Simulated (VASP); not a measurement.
## Zn: single point with r2SCAN

The system is Zn.

```
Zn
1.0
    -1.53453    1.53453    1.53453
     1.53453   -1.53453    1.53453
     1.53453    1.53453   -1.53453
Zn
1
Cartesian
  0.0000 0.0000 0.0000
```

The cell was built by a generator and needn't be a form met in nature.

| Property | Result |
| --- | --- |
| Program | VASP 6.6.1 |
| Task | single point |
| Functional | r2SCAN |
| Potentials or basis | VASP PAW PBE potentials, release 64 (Zn) |
| Cutoff | 520 eV |
| k mesh | 18 × 18 × 18 |
| Occupations | gaussian, width 0.05 eV |
| Spin | no spin polarisation |
| Dipole correction | no |
| Further INCAR settings | ALGO = Normal; EDIFF = 1e-07; NBANDS = 12 |

* Pressure: 0.5 GPa
* Band gap on the k mesh: none (metal or under the smearing width)

Levels at points of the mesh, in eV from the Fermi level:
| k point | band 3 | band 4 | band 5 | band 6 | band 7 | band 8 | band 9 | band 10 |
| --- | --- | --- | --- | --- | --- | --- | --- | --- |
| (0.00, 0.00, 0.00) | -8.37 | -8.37 | -7.81 | -7.81 | 21.22 | 21.22 | 21.23 | 22.21 |
| (0.50, 0.00, 0.00) | -7.83 | -7.77 | -7.42 | -3.23 | -0.91 | 12.50 | 13.75 | 16.26 |
| (0.50, 0.50, 0.50) | -7.51 | -7.51 | -7.51 | 4.49 | 4.49 | 4.49 | 8.86 | 8.86 |

Wall time 48 s on 1 thread of Intel(R) Xeon(R) 6975P-C (Granite Rapids), with other jobs on the host, peak memory 0.15 GiB.

Caveat: the PAW data sets were made with another functional, which shifts forces and pressure a little.
